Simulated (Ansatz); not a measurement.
## Phonons of fluorite-structured CaF₂

Level of theory: DFT, r²SCAN, scalar-relativistic, no spin polarisation; plane waves to 500 eV with PAW datasets (Ansatz 0.2.0), Gaussian smearing of 0.05 eV. The datasets are Ansatz's generated set soft_2.

```
Ca F
1.0
     0.00000    2.71957    2.71957
     2.71957    0.00000    2.71957
     2.71957    2.71957    0.00000
Ca F
1 2
Direct
  0.00000 0.00000 0.00000
  0.25000 0.25000 0.25000
  0.75000 0.75000 0.75000
```

The start was a prototype's sites filled with these elements; the Crystallography Open Database holds the compound in this structure.

Force constants come from finite displacements in a 2×2×2 supercell (the unit cell's 8×8×8 k-mesh, folded to it); the long-range dipole term is included. Points in reciprocal vectors of this cell: Γ = (0.000, 0.000, 0.000), X = (0.500, 0.000, 0.500), U = (0.625, 0.250, 0.625), K = (0.375, 0.375, 0.750), L = (0.500, 0.500, 0.500), W = (0.500, 0.250, 0.750).

Frequencies at the named points (cm⁻¹, imaginary ones negative):
```
point                             ω (cm⁻¹)
    Γ        0 0 0 262 262 328 328 328 476
    X  143 185 185 194 194 324 339 339 396
    U  158 185 209 218 242 292 328 337 379
    K  158 185 209 218 242 292 328 337 379
    L  145 145 260 282 282 286 286 338 352
    W  164 174 206 255 255 283 283 364 367
```

Q: Is the structure dynamically stable along this path, and where does the spectrum end?

A: Yes: no branch is imaginary beyond numerical noise. The highest frequency is 476 cm⁻¹, at Γ. Points that don't fit the supercell are interpolated.

Q: What does the harmonic approximation give for the vibrational free energy, entropy and heat capacity?

A: Zero-point energy 48.3 meV/atom.
| T (K) | F_vib (meV/atom) | S (J/K per mole of atoms) | C_V (J/K per mole of atoms) |
| --- | --- | --- | --- |
| 100 | 47.0 | 4.4 | 9.6 |
| 200 | 37.2 | 14.4 | 18.6 |
| 300 | 17.8 | 22.6 | 21.8 |
| 400 | -9.1 | 29.1 | 23.1 |
| 500 | -42.0 | 34.3 | 23.7 |
| 600 | -79.9 | 38.7 | 24.1 |
| 700 | -122.0 | 42.4 | 24.3 |
| 800 | -167.6 | 45.7 | 24.5 |
| 900 | -216.5 | 48.5 | 24.6 |
| 1000 | -268.2 | 51.1 | 24.6 |

The highest mode, 476 cm⁻¹, is worth 680 K. At 300 K the heat capacity has reached 87 % of the classical limit 3R = 24.9 J/K per mole of atoms, since the stiffer modes are still partly frozen out.

It ran for 8.1 min on 4 threads of Intel(R) Xeon(R) Processor @ 2.50GHz (Skylake/Cascade Lake), on a shared host, peak memory 5.1 GiB.

